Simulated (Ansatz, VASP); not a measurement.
This is a calculation of KCl (Sylvite) for VASP 6.6.1.

The input INCAR:

```
PREC = Accurate
ENCUT = 520
EDIFF = 1E-7
ISMEAR = -1
SIGMA = 0.05
LREAL = False
LASPH = True
NELM = 100
ALGO = Normal
ISIF = 2
LWAVE = False
LCHARG = False
GGA = PE
NBANDS = 15
```

Contents of KPOINTS:

```
regular mesh
0
Gamma
  7 7 7
```

POSCAR

```
KCl
1.0
    0.0000000000      3.0822383035      3.0822383035
    3.0822383035      0.0000000000      3.0822383035
    3.0822383035      3.0822383035      0.0000000000
K Cl
1 1
Direct
    0.0000000000      0.0000000000      0.0000000000
    0.5000000000      0.5000000000      0.5000000000
```

Potentials or basis: VASP PAW PBE potentials, release 64 (K_sv, Cl).

Launch:

```sh
$ cat potpaw_PBE.64/K_sv/POTCAR potpaw_PBE.64/Cl/POTCAR > POTCAR
$ mpirun -np 1 vasp_std > vasp.out
```

Q: Set up the same calculation for Ansatz 0.2.0. Potentials there: Ansatz PAW.

A: As run (the cutoff follows the program's own potentials):

File input.yaml:

```yaml
crystal:
  lattice:
    - [0.0, 3.0822383035, 3.0822383035]
    - [3.0822383035, 0.0, 3.0822383035]
    - [3.0822383035, 3.0822383035, 0.0]
  atoms:
    - { symbol: K, position: [0.0, 0.0, 0.0] }
    - { symbol: Cl, position: [0.5, 0.5, 0.5] }
hamiltonian:
  xc: pbe
  pseudopotentials: { kind: paw }
kpoints:
  mp_grid: { grid: [7, 7, 7] }
scf:
  occupations: { method: fermi_dirac, width: 0.05 }
output:
  forces: true
  stress: true
  eigenvalues: true
```

Potentials or basis: Ansatz PAW.

The run is started by

```bash
$ ansatz run input.yaml --threads 1 --pin off --max-ram 3584MiB --backend cpu --events-out ev --progress --plain --runs-dir out
```

Both were run:

|  | VASP | Ansatz | Ansatz less VASP |
| --- | --- | --- | --- |
| gap on the k mesh at the Fermi level (eV) | 5.41 | 5.41 | +0.003 |
| least direct gap on the mesh (eV) | 5.41 | 5.41 | +0.003 |
| pressure (GPa) | 2.2 | 2.2 | -0.04 |

With one functional, cell and mesh, what is left measures potentials, basis and numerics.

Caveats: odd divisions of the mesh miss points on the zone boundary, where band edges often lie, so the gap on the mesh can be too wide (Ansatz).
